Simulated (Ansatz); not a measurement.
## AlP, space group F-43m: an all-electron equation of state, step by step

Program: the Python package of Ansatz (0.2.0).

Typed at the interpreter:
```pycon
>>> import ansatz as az
>>> from ase.eos import EquationOfState
>>> from ase.units import GPa
>>> import numpy as np
>>> VECTORS = np.array([
...     [0.0, 2.7255, 2.7255],
...     [2.7255, 0.0, 2.7255],
...     [2.7255, 2.7255, 0.0],
... ])
>>> SITES = [
...     ("Al", [0.0, 0.0, 0.0]),
...     ("P", [0.25, 0.25, 0.25]),
... ]
>>> def crystal_on(cell):
...     crystal = az.Crystal(lattice=az.Lattice.of(cell))
...     for symbol, position in SITES:
...         crystal = crystal.atom(symbol, position)
...     return crystal
...
>>> volumes, energies = [], []
>>> for scale in np.linspace(0.94, 1.06, 5):
...     cell = VECTORS * scale ** (1 / 3)
...     setup = crystal_on(cell).calculation()
...     setup = setup.functional("pbe")
...     setup = setup.occupations(az.OccupationsMethod.FIXED)
...     setup = setup.kpoints(6, 6, 6).pseudopotentials("all_electron", lapw=True)
...     rep = setup.run(threads=1).report
...     volumes.append(abs(np.linalg.det(cell)) / len(SITES))
...     energies.append(rep["free_energy_ev"] / len(SITES))
...     print(f"{scale:.3f} {volumes[-1]:9.4f} A^3/atom {energies[-1]:16.5f} eV/atom  (estimated basis error {1000 * rep['lapw_basis_errors']['total_ev_per_atom']:.2f} meV/atom)")
...
0.940   19.0312 A^3/atom      -7958.82899 eV/atom  (estimated basis error 0.12 meV/atom)
0.970   19.6386 A^3/atom      -7958.85729 eV/atom  (estimated basis error 0.12 meV/atom)
1.000   20.2460 A^3/atom      -7958.87321 eV/atom  (estimated basis error 0.12 meV/atom)
1.030   20.8533 A^3/atom      -7958.87846 eV/atom  (estimated basis error 0.12 meV/atom)
1.060   21.4607 A^3/atom      -7958.87453 eV/atom  (estimated basis error 0.12 meV/atom)
>>> v0, e0, bulk = EquationOfState(volumes, energies, eos="birchmurnaghan").fit()
>>> print(f"V0 = {v0:.4f} A^3/atom, B0 = {bulk / GPa:.1f} GPa")
V0 = 20.8822 A^3/atom, B0 = 82.6 GPa
```

A third-order Birch-Murnaghan fit through the 5 points has its minimum at 20.88 Å³ an atom, 3.1 % above the typed cell, with a bulk modulus of 83 GPa and dB/dP = 4.1. From that minimum the energy rises by 49.5 meV an atom on the compressed side and 3.9 meV on the expanded side. The window is off centre, so dB/dP is rough.

All-electron totals depend on functional, relativistic treatment and basis; only differences at equal settings carry meaning. Of the deposited cell: the entry's cell lengths or inner coordinates differ somewhat from later room-temperature determinations. The structure is a deposited one; some such entries were measured under pressure or heat, so a shift against it needn't be the functional's error alone. Timing: 16 s on 1 thread of Arm Neoverse V2 (shared host), peak memory 0.32 GiB.
